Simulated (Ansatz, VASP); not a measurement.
**Cross-check of ZnS (Sphalerite) between VASP and Ansatz**

Wanted: the spread between two codes on one cell, functional and k mesh. The cell is taken from a series of VASP runs on this material, whose earlier steps may have relaxed, scaled or displaced it; both programs get it as it stands.

Program: Ansatz 0.2.0. Level of theory: plane waves, with VASP 6.6.1 beside it; band structure at r2SCAN-EpsX with an exact-exchange share of 0.161. Results are calculated unless marked as measured.

## (1) Set-up

The structure is cubic, space group F-43m (No. 216). Conventional cell: a = 5.409 Å, b = 5.409 Å, c = 5.409 Å, α = 90.00°, β = 90.00°, γ = 90.00°. Zn has 4 S at 2.34 Å nearest. S has 4 Zn at 2.34 Å nearest. Farther neighbours and most contacts between anions are not listed.

Coordinates:

```xyz
2
Lattice="0.0000 2.7046 2.7046 2.7046 0.0000 2.7046 2.7046 2.7046 0.0000" Properties=species:S:1:pos:R:3 pbc="T T T"
Zn    0.0000    0.0000    0.0000
S     4.0570    4.0570    4.0570
```

## (2) VASP: band structure, r2SCAN-EpsX with an exact-exchange share of 0.161

Levels along a path test the potential and the projectors away from the mesh points.

Lines of VASP's logs that name or quote its potential files are left out, and so is its time.

The run reads the wave functions of an earlier VASP run, which isn't shown here.

File INCAR:

```
SYSTEM = ZnS
PREC = Accurate
ENCUT = 350
EDIFF = 1E-06
NELM = 100
ISMEAR = 0
SIGMA = 0.03
LREAL = .FALSE.
ALGO = Normal
LHFCALC = .TRUE.
AEXX = 0.161
METAGGA = R2SCAN
LASPH = .TRUE.
NBANDS = 15
PRECFOCK = Fast
HFRCUT = -1
LORBIT = 11
LWAVE = .FALSE.
LCHARG = .FALSE.
KPAR = 4
```

File POSCAR:

```
ZnS
1.0
    0.0000000000      2.7046500000      2.7046500000
    2.7046500000      0.0000000000      2.7046500000
    2.7046500000      2.7046500000      0.0000000000
Zn S
1 1
Direct
    0.0000000000      0.0000000000      0.0000000000
    0.7500000000      0.7500000000      0.7500000000
```

File KPOINTS:

```
Automatic mesh
0
Gamma
5 5 5
0 0 0
```

File KPOINTS_OPT:

```
Line mode
10
Line-mode
Reciprocal
  0.00000000   0.00000000   0.00000000 GAMMA
  0.50000000   0.00000000   0.50000000 X

  0.50000000   0.00000000   0.50000000 X
  0.50000000   0.25000000   0.75000000 W

  0.50000000   0.25000000   0.75000000 W
  0.37500000   0.37500000   0.75000000 K

  0.37500000   0.37500000   0.75000000 K
  0.00000000   0.00000000   0.00000000 GAMMA

  0.00000000   0.00000000   0.00000000 GAMMA
  0.50000000   0.50000000   0.50000000 L

  0.50000000   0.50000000   0.50000000 L
  0.62500000   0.25000000   0.62500000 U

  0.62500000   0.25000000   0.62500000 U
  0.50000000   0.25000000   0.75000000 W

  0.50000000   0.25000000   0.75000000 W
  0.50000000   0.50000000   0.50000000 L

  0.50000000   0.50000000   0.50000000 L
  0.37500000   0.37500000   0.75000000 K

  0.62500000   0.25000000   0.62500000 U
  0.50000000   0.00000000   0.50000000 X
```

PAW data sets: Zn and S (PBE family, release 64).

Launch:

```bash
> mpirun -np 4 vasp_std
```

Numbers of over 12 decimals in the logs are rounded to 6 here.

Output:

```text
[banner, memory and clock lines left out]
running    4 mpi-ranks, on    1 nodes
 distrk:  each k-point on    1 cores,    4 groups
 distr:  one band on    1 cores,    1 groups

 POSCAR found type information on POSCAR ZnS
 POSCAR found :  2 types and       2 ions
|                                                                             |
|               ----> ADVICE to this user running VASP <----                  |
|                                                                             |
|     You enforced a specific xc type in the INCAR file but a different       |
|     [... a line on the potential file left out ...]
|     I HOPE YOU KNOW WHAT YOU ARE DOING!                                     |
|                                                                             |

 LDA part: xc-table for (None), standard interpolation
 found WAVECAR, reading the header
 POSCAR, INCAR and KPOINTS ok, starting setup
 FFT: planning ... GRIDC
 FFT: planning ... GRID_SOFT
 FFT: planning ... GRID
 HFRCUT set to (new)   10.569673
 reading WAVECAR
 the WAVECAR file was read successfully
 initial charge from wavefunction
 entering main loop
       N       E                     dE             d eps       ncg     rms          rms(c)
DAV:   1    -0.184014373397E+02   -0.18401E+02   -0.16310E+00   386   0.304E+01    0.343E+00
DAV:   2    -0.183377093471E+02    0.63728E-01   -0.31231E-01   335   0.131E+01    0.195E+00
DAV:   3    -0.183427366983E+02   -0.50274E-02   -0.32247E-02   370   0.295E+00    0.129E+00
DAV:   4    -0.183429189869E+02   -0.18229E-03   -0.30470E-03   357   0.827E-01    0.798E-01
DAV:   5    -0.183428745257E+02    0.44461E-04   -0.51694E-04   411   0.237E-01    0.488E-01
DAV:   6    -0.183428965947E+02   -0.22069E-04   -0.11786E-04   314   0.110E-01    0.293E-01
DAV:   7    -0.183429077051E+02   -0.11110E-04   -0.99307E-06   321   0.337E-02    0.166E-01
DAV:   8    -0.183429122200E+02   -0.45149E-05   -0.39376E-06   321   0.218E-02    0.927E-02
DAV:   9    -0.183429145251E+02   -0.23051E-05   -0.15345E-06   286   0.133E-02    0.523E-02
DAV:  10    -0.183429157365E+02   -0.12114E-05   -0.74328E-07   234   0.936E-03    0.286E-02
DAV:  11    -0.183429163684E+02   -0.63191E-06   -0.32848E-07   171   0.616E-03
   1 F= -.18342916E+02 E0= -.18342916E+02  d E =-.972493E-13
 Start KPOINTS_OPT (optional k-point list driver)
k-point batch [1-10\100]
       N       E                     dE             ncg
DAV:   1     0.131455877172E+03   -0.25716E+04      300
DAV:   2    -0.819639404996E+03   -0.95110E+03      342
DAV:   3    -0.881137582609E+03   -0.61498E+02      370
DAV:   4    -0.881959234886E+03   -0.82165E+00      398
DAV:   5    -0.881967182449E+03   -0.79476E-02      405
DAV:   6    -0.881967300397E+03   -0.11795E-03      405
DAV:   7    -0.881967302737E+03   -0.23397E-05      391
DAV:   8    -0.881967302785E+03   -0.48533E-07      297
[...]
k-point batch [91-100\100]
       N       E                     dE             ncg
DAV:   1    -0.186855538432E+02   -0.58448E+04      300
DAV:   2    -0.900650937852E+03   -0.88197E+03      363
DAV:   3    -0.950038455424E+03   -0.49388E+02      363
DAV:   4    -0.950674180009E+03   -0.63572E+00      412
DAV:   5    -0.950680988016E+03   -0.68080E-02      419
DAV:   6    -0.950681093308E+03   -0.10529E-03      419
DAV:   7    -0.950681095367E+03   -0.20593E-05      405
DAV:   8    -0.950681095407E+03   -0.39234E-07      318
```

OUTCAR, selected parts (step 2):

```text
ion  position               nearest neighbor table
   1  0.000  0.000  0.000-   2 2.34   2 2.34   2 2.34   2 2.34
   2  0.750  0.750  0.750-   1 2.34   1 2.34   1 2.34   1 2.34

  LATTYP: Found a face centered cubic cell.
 ALAT       =     5.4093000000

 Subroutine GETGRP returns: Found 24 space group operations
 (whereof 24 operations were pure point group operations)

The static configuration has the point symmetry T_d .

 Found     10 irreducible k-points:

   k-points           NKPTS =     10   k-points in BZ     NKDIM =    125   number of bands    NBANDS=     15

   dimension x,y,z NGX =    24 NGY =   24 NGZ =   24
   dimension x,y,z NGXF=    48 NGYF=   48 NGZF=   48

   ENCUT  =  350.0 eV  25.72 Ry    5.07 a.u.   5.83  5.83  5.83*2*pi/ulx,y,z

   NELECT =      18.0000    total number of electrons

 k-points in reciprocal lattice and weights: Automatic mesh
   0.00000000  0.00000000  0.00000000       0.008
   0.20000000  0.00000000  0.00000000       0.064
   0.40000000  0.00000000  0.00000000       0.064
   0.20000000  0.20000000  0.00000000       0.048
   0.40000000  0.20000000  0.00000000       0.192
  -0.40000000  0.20000000  0.00000000       0.192
  -0.20000000  0.20000000  0.00000000       0.096
   0.40000000  0.40000000  0.00000000       0.048
  -0.40000000  0.40000000  0.00000000       0.096
  -0.40000000  0.40000000  0.20000000       0.192

  exchange ACFDT corr.  =         0.00000000  see jH, gK, PRB 81, 115126

 average (electrostatic) potential at core
       1 -35.6234       2 -88.4327

 E-fermi :   1.3112

 k-point     1 :       0.0000    0.0000    0.0000
  band No.  band energies     occupation
    ...
      5      -5.7980      2.00000
      6      -5.7980      2.00000
      7       1.1700      2.00000
      8       1.1700      2.00000
      9       1.1700      2.00000
     10       4.9064      0.00000
     11       9.2562      0.00000
     12       9.2563      0.00000
     13       9.2563      0.00000
     14      14.7582      0.00000
    ...

 k-point     2 :       0.2000    0.0000    0.0000
  band No.  band energies     occupation
    ...
      5      -5.7989      2.00000
      6      -5.7989      2.00000
      7      -1.0789      2.00000
      8       0.8211      2.00000
      9       0.8212      2.00000
     10       6.1943      0.00000
     11       9.3797      0.00000
     12       9.7976      0.00000
     13       9.7978      0.00000
     14      13.8167      0.00000
    ...

 k-point     3 :       0.4000    0.0000    0.0000
  band No.  band energies     occupation
    ...
      5      -5.7789      2.00000
      6      -5.7788      2.00000
      7      -3.8141      2.00000
      8       0.3308      2.00000
      9       0.3308      2.00000
     10       6.1646      0.00000
     11       9.8083      0.00000
     12       9.8084      0.00000
     13      11.3929      0.00000
     14      14.8773      0.00000
    ...

  energy-cutoff  :      350.00
  volume of cell :       39.57
      direct lattice vectors                 reciprocal lattice vectors
     0.000000000  2.704650000  2.704650000    -0.184866803  0.184866803  0.184866803
     2.704650000  0.000000000  2.704650000     0.184866803 -0.184866803  0.184866803
     2.704650000  2.704650000  0.000000000     0.184866803  0.184866803 -0.184866803

 POSITION                                       TOTAL-FORCE (eV/Angst)
 -----------------------------------------------------------------------------------
      0.00000      0.00000      0.00000        -0.000000     -0.000000     -0.000000
      4.05697      4.05697      4.05697         0.000000      0.000000      0.000000
 -----------------------------------------------------------------------------------
    total drift:                               -0.000239     -0.000116     -0.000124

  FREE ENERGIE OF THE ION-ELECTRON SYSTEM (eV)
  ---------------------------------------------------
  free  energy   TOTEN  =       -18.3429163684 eV

  energy  without entropy=      -18.3429163684  energy(sigma->0) =      -18.34291637

 total charge
# of ion       s       p       d       tot
------------------------------------------
    1        0.483   0.470   9.833  10.785
    2        1.300   2.478   0.000   3.778
--------------------------------------------------
tot          1.782   2.948   9.833  14.563

[... 3 further parts left out ...]
```

[end of part 1 of 2]

[Lines on the potential files, build, host, timing and source positions are cut from VASP's logs without a mark.]

[Logs are printed without paths, hosts, clocks, repeated set-up lines and the standing remarks that a program may print on its own settings, such as how far it seeks lower states.]

[Hosts, paths, dates, database ids (printed as entryN), source tags and the programs' standing remarks are cut or masked in the printed files.]
